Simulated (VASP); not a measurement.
# Tl (P6_3/mmc) in VASP: notebook

One crystal, Tl, is run at these levels: PBEsol; tasks: single point.

All numbers are computed with VASP 6.6.1; they aren't measurements. Logs are shortened: lines on timing, memory, paths and dates and some standing lists are left out, and cuts for length are marked.

**1. Starting point**

The structure is hexagonal, space group P6_3/mmc (No. 194). The conventional cell has a = 3.456 Å, b = 3.456 Å, c = 5.525 Å, α = 90.00°, β = 90.00°, γ = 120.00°. Tl (site symmetry -6m2) is surrounded by 12 Tl at 3.41 to 3.46 Å.

**2. Single point, PBEsol**

Input file INCAR:

```
PREC = Accurate ; ENCUT = 450
EDIFF = 1E-6 ; ISMEAR = 1
SIGMA = 0.1 ; LREAL = F
LASPH = T ; NELM = 100
ALGO = Normal ; ISIF = 2
LWAVE = F ; LCHARG = F
GGA = PS ; NBANDS = 20
ADDGRID = T
```

Input file KPOINTS:

```
Automatic mesh
0
Gamma
  10 10 5
```

Input file POSCAR:

```
Tl
1.0
    3.4560000000      0.0000000000      0.0000000000
   -1.7280000000      2.9929837955      0.0000000000
    0.0000000000      0.0000000000      5.5250000000
Tl
2
Direct
    0.6666666667      0.3333333333      0.7500000000
    0.3333333333      0.6666666667      0.2500000000
```

Potentials or basis: VASP PAW PBE potentials, release 64 (Tl_d).

Started as:

```bash
$ cat potpaw_PBE.64/Tl_d/POTCAR > POTCAR
$ mpirun -np 1 vasp_std > vasp.out
```

OUTCAR:

```text
PREC = Accurate
   ENCUT = 450
   EDIFF = 1E-6
   ISMEAR = 1
   LREAL = F
   LASPH = T
   NELM = 100
   ISIF = 2
   GGA = PS

 Found     42 irreducible k-points:

 Following reciprocal coordinates:
            Coordinates               Weight
  0.000000  0.000000  0.000000      1.000000
  0.100000 -0.000000  0.000000      6.000000
  0.200000 -0.000000  0.000000      6.000000
  0.300000 -0.000000  0.000000      6.000000
  0.400000  0.000000  0.000000      6.000000
  0.500000  0.000000  0.000000      3.000000
   k-points           NKPTS =     42   k-points in BZ     NKDIM =     42   number of bands    NBANDS=     20
   number of dos      NEDOS =    301   number of ions     NIONS =      2
   total plane-waves  NPLWV =  23040
   dimension x,y,z NGX =    24 NGY =   24 NGZ =   40
   dimension x,y,z NGXF=    48 NGYF=   48 NGZF=   80
   ions per type =               2
   NGX,Y,Z   is equivalent  to a cutoff of  11.54, 11.54, 12.04 a.u.
   NGXF,Y,Z  is equivalent  to a cutoff of  23.09, 23.09, 24.07 a.u.
 SYSTEM =  unknown system
   PREC   = accura    normal or accurate (medium, high low for compatibility)
   ISTART =      0    job   : 0-new  1-cont  2-samecut
   ICHARG =      2    charge: 1-file 2-atom 10-const
   ISPIN  =      1    spin polarized calculation?
   LNONCOLLINEAR =      F non collinear calculations
   LSORBIT =      F    spin-orbit coupling
   LASPH  =      T    aspherical Exc in radial PAW
   ENCUT  =  450.0 eV  33.07 Ry    5.75 a.u.   5.98  5.98  9.56*2*pi/ulx,y,z
   NELM   =    100;   NELMIN=  2; NELMDL= -5     # of ELM steps
   EDIFF  = 0.1E-05   stopping-criterion for ELM
   LREAL  =      F    real-space projection
   EDIFFG = 0.1E-04   stopping-criterion for IOM
   NSW    =      0    number of steps for IOM
   IBRION =     -1    ionic relax: 0-MD 1-quasi-New 2-CG
   NFREE  =      0    steps in history (QN), initial steepest desc. (CG)
   ISIF   =      2    stress and relaxation
   ISYM   =      2    0-nonsym 1-usesym 2-fastsym
   POTIM  = 0.5000    time-step for ionic-motion
   TEBEG  =    0.0;   TEEND  =   0.0 temperature during run
   PSTRESS=    0.0 pullay stress
   NELECT =      26.0000    total number of electrons
   NUPDOWN=      -1.0000    fix difference up-down
   EMIN   =  10.00;   EMAX   =-10.00  energy-range for DOS
   EFERMI =   0.00;   METHOD = LEGACY
   ISMEAR =     1;   SIGMA  =   0.10  broadening in eV -4-tet -1-fermi 0-gaus
   EFERMI_NEDOS =   21; number of points for ismear=-14 and -15
   IALGO  =     38    algorithm
   IMIX   =      4    mixing-type and parameters
     AMIX     =   0.40;   BMIX     =  1.00
     AMIX_MAG =   1.60;   BMIX_MAG =  1.00
  volume/ion in A,a.u.               =      28.57       192.83
  Fermi-wavevector in a.u.,A,eV,Ry     =   1.259107  2.379366 21.569987  1.585349
  Thomas-Fermi vector in A             =   2.392683
   LORBIT       =      0    0 simple, 1 ext, 2 COOP (PROOUT), +10 PAW based schemes
   GGA     = PS    functional components
   LHFCALC =     F    Hartree Fock is set to
   AEXX    =    0.0000 exact exchange contribution
   IVDW    =     0    specifies the selected vdW correction
   LEPSILON=     F    determine dielectric tensor
   LRPA    =     F    only Hartree local field effects (RPA)
 non-spin polarized calculation
 Methfessel and Paxton  Order N= 1 SIGMA  =   0.10
  energy-cutoff  :      450.00
  volume of cell :       57.15
 maximum number of plane-waves:      1257
 NGX is ok and might be reduce to    24
   NGX = 11   NGY = 11   NGZ = 19

 number of electron      26.0000000 magnetization

 Free energy of the ion-electron system (eV)
  ---------------------------------------------------
  ext. energy  EPLUGINS =         0.00000000
  ---------------------------------------------------
  free energy    TOTEN  =        -5.24406792 eV

  energy without entropy =       -5.24307804  energy(sigma->0) =       -5.24373796

 E-fermi :   6.2955     XC(G=0): -10.3693

 val. band max:        6.2204434093   @ k =   0.3000   0.2000   0.4000
 cond. band min:       6.3013970268   @ k =   0.2000   0.2000   0.2000
 fundamental gap:      0.0809536175
 Fermi energy:         6.2954704106

 k-point     1 :       0.0000    0.0000    0.0000
  band No.  band energies     occupation
      1      -5.3531      2.00000
      2      -5.1170      2.00000
      3      -5.0972      2.00000
      4      -5.0972      2.00000
      5      -5.0430      2.00000
      6      -5.0430      2.00000
[... 12 lines left out ...]
     19      17.1994      0.00000
     20      17.3069      0.00000

 k-point     2 :       0.1000   -0.0000    0.0000
  band No.  band energies     occupation
      1      -5.3210      2.00000
      2      -5.1535      2.00000
      3      -5.0559      2.00000
      4      -5.0544      2.00000
      5      -5.0402      2.00000
      6      -5.0045      2.00000
[... 12 lines left out ...]
     19      17.1677      0.00000
     20      18.0363      0.00000

 k-point     3 :       0.2000   -0.0000    0.0000
  band No.  band energies     occupation
      1      -5.3146      2.00000
      2      -5.1507      2.00000
      3      -5.0793      2.00000
      4      -5.0644      2.00000
      5      -5.0457      2.00000
      6      -4.9511      2.00000
[... 12 lines left out ...]
     19      16.5213      0.00000
     20      17.8824      0.00000

 k-point     4 :       0.3000   -0.0000    0.0000
  band No.  band energies     occupation
      1      -5.3840      2.00000
      2      -5.1872      2.00000
      3      -5.1745      2.00000
      4      -5.0978      2.00000
      5      -5.0016      2.00000
      6      -4.8557      2.00000
[... 12 lines left out ...]
     19      15.5936      0.00000
     20      16.9431      0.00000

 k-point     5 :       0.4000    0.0000    0.0000
  band No.  band energies     occupation
      1      -5.4473      2.00000
      2      -5.2812      2.00000
      3      -5.2216      2.00000
      4      -5.1368      2.00000
      5      -4.9356      2.00000
      6      -4.9080      2.00000
[... 12 lines left out ...]
     19      14.8705      0.00000
     20      16.3612      0.00000

 k-point     6 :       0.5000    0.0000    0.0000
  band No.  band energies     occupation
      1      -5.4716      2.00000
      2      -5.3175      2.00000
      3      -5.2411      2.00000
      4      -5.1511      2.00000
      5      -4.9255      2.00000
      6      -4.9117      2.00000
[... 12 lines left out ...]
     19      14.6089      0.00000
     20      16.1654      0.00000

 [... further k-points ...]
[... 5 lines left out ...]
  --------------------------------------------------------------------------------------
  -------------------------------------------------------------------------------------
  Total        0.0715211      0.0715211      0.0729897      0.0000000     -0.0000000     -0.0000000
  in kB        2.0050913      2.0050913      2.0462638      0.0000000     -0.0000000     -0.0000000
  external PRESSURE =       2.0188155 kB  Pullay stress =       0.0000000 kB

 VOLUME and BASIS-vectors are now :
 -----------------------------------------------------------------------------
  energy-cutoff  :      450.00
  volume of cell :       57.15
      direct lattice vectors                 reciprocal lattice vectors
     3.456000000  0.000000000  0.000000000     0.289351852  0.167057370  0.000000000
    -1.728000000  2.992983795  0.000000000     0.000000000  0.334114739  0.000000000
     0.000000000  0.000000000  5.525000000     0.000000000  0.000000000  0.180995475

 POSITION                                       TOTAL-FORCE (eV/Angst)
 -----------------------------------------------------------------------------------
      1.72800      0.99766      4.14375        -0.000000     -0.000000      0.000000
     -0.00000      1.99532      1.38125         0.000000      0.000000      0.000000
 -----------------------------------------------------------------------------------
    total drift:                               -0.000000      0.000000     -0.000000

  FREE ENERGIE OF THE ION-ELECTRON SYSTEM (eV)
  ---------------------------------------------------
  free  energy   TOTEN  =        -5.2440679231 eV

  energy  without entropy=       -5.2430780421  energy(sigma->0) =       -5.24373796
```

OSZICAR:

```text
N       E                     dE             d eps       ncg     rms          rms(c)
DAV:   1     0.122525809162E+03    0.12253E+03   -0.13121E+04  1680   0.110E+03
DAV:   2    -0.286642206203E+01   -0.12539E+03   -0.12264E+03  1844   0.259E+02
DAV:   3    -0.530378225969E+01   -0.24374E+01   -0.24277E+01  1964   0.321E+01
DAV:   4    -0.531843435765E+01   -0.14652E-01   -0.14651E-01  1784   0.272E+00
DAV:   5    -0.531863308972E+01   -0.19873E-03   -0.19873E-03  1884   0.312E-01    0.305E+00
DAV:   6    -0.525579654949E+01    0.62837E-01   -0.10779E-01  1768   0.255E+00    0.214E+00
DAV:   7    -0.524491736981E+01    0.10879E-01   -0.40201E-02  1812   0.154E+00    0.836E-01
DAV:   8    -0.524406406689E+01    0.85330E-03   -0.25591E-03  1760   0.383E-01    0.476E-02
DAV:   9    -0.524406591269E+01   -0.18458E-05   -0.15836E-05  1900   0.342E-02    0.133E-02
DAV:  10    -0.524406784286E+01   -0.19302E-05   -0.21876E-06  1444   0.128E-02    0.128E-03
DAV:  11    -0.524406792311E+01   -0.80251E-07   -0.32108E-07   924   0.446E-03
   1 F= -.52440679E+01 E0= -.52437380E+01  d E =-.989881E-03
```

Run time: 15 s. Hardware: 1 thread of Intel Xeon Platinum 8488C (Sapphire Rapids), shared host; peak memory 0.24 GiB.

These settings aren't checked as converged: the numbers below hold their error.

Results:

```yaml
Free_energy: -5.2441 eV
Pressure: 0.2 GPa
Band_gap_on_the_k_mesh: none (metal or under the smearing width)
```

Caveat: the PAW data sets were made with another functional, which shifts forces and pressure a little.

**3. Single point, PBEsol**

Input file INCAR:

```
PREC = Accurate ; ENCUT = 450
EDIFF = 1E-6 ; ISMEAR = 1
SIGMA = 0.1 ; LREAL = F
LASPH = F ; NELM = 100
ALGO = Normal ; ISIF = 2
LWAVE = F ; LCHARG = F
GGA = PS ; NBANDS = 20
ADDGRID = F
```

KPOINTS is that of step 2.

POSCAR is that of step 2.

Potentials or basis: VASP PAW PBE potentials, release 64 (Tl_d).

Started as:

```bash
$ cat potpaw_PBE.64/Tl_d/POTCAR > POTCAR
$ mpirun -np 1 vasp_std > vasp.out
```

Wall time 13 s (1 thread of Intel Xeon Platinum 8488C (Sapphire Rapids), shared host); peak memory 0.17 GiB.

These settings aren't checked as converged: the numbers below hold their error.

Results:

```yaml
Free_energy: -5.2441 eV
Pressure: 0.2 GPa
Band_gap_on_the_k_mesh: none (metal or under the smearing width)
```

Caveat: the PAW data sets were made with another functional, which shifts forces and pressure a little.

[end of part 1 of 2]
